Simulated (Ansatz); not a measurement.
The system is NaH.

```
Na H
1.0
     2.95512    0.00000    0.00000
     0.00000    2.95512    0.00000
     0.00000    0.00000    2.95512
Na H
1 1
Direct
  0.00000 0.00000 0.00000
  0.50000 0.50000 0.50000
```

The cell comes from a database or a generator and needn't be the stable form of this composition.

| Property | Result |
| --- | --- |
| Program | Ansatz 0.2.0 |
| Task | relaxation of cell and atoms |
| Functional | PBE |
| Dispersion | D4 |
| Potentials or basis | all-electron LAPW, scalar-relativistic |
| Basis error allowed | 0.001 eV/atom |
| k mesh | 9 × 9 × 9 |
| Occupations | fermi-dirac, width 0.05 eV |
| Spin | no spin polarisation |

At the start: volume 12.90 Å³/atom.

Q: How do energy, volume and symmetry change on relaxing?

A: Over 8 steps the energy falls by 37.9 meV/atom and the volume is 14.41 Å³/atom (+11.7 %); space group Pm-3m (No. 221, to 0.05 Å).

The path:
| step | energy change (eV) | largest force (eV/Å) | volume (Å³) |
| --- | --- | --- | --- |
| 1 | 0.0000 | 0.0000 | 25.81 |
| 2 | -0.0358 | 0.0000 | 27.11 |
| 3 | -0.0446 | 0.0000 | 31.09 |
| 4 | -0.0705 | 0.0000 | 29.61 |
| 5 | -0.0754 | 0.0000 | 29.00 |
| 6 | -0.0758 | 0.0000 | 28.80 |
| 7 | -0.0758 | 0.0000 | 28.81 |
| 8 | -0.0758 | 0.0000 | 28.81 |

Final structure:
```cif
data_structure
_symmetry_space_group_name_H-M 'P 1'
_symmetry_Int_Tables_number 1
_cell_length_a 3.0657
_cell_length_b 3.0657
_cell_length_c 3.0657
_cell_angle_alpha 90.000
_cell_angle_beta 90.000
_cell_angle_gamma 90.000
_cell_volume 28.81
loop_
_atom_site_label
_atom_site_type_symbol
_atom_site_fract_x
_atom_site_fract_y
_atom_site_fract_z
_atom_site_occupancy
Na1 Na 0.00000 0.00000 0.00000 1
H1 H 0.50000 0.50000 0.50000 1
```
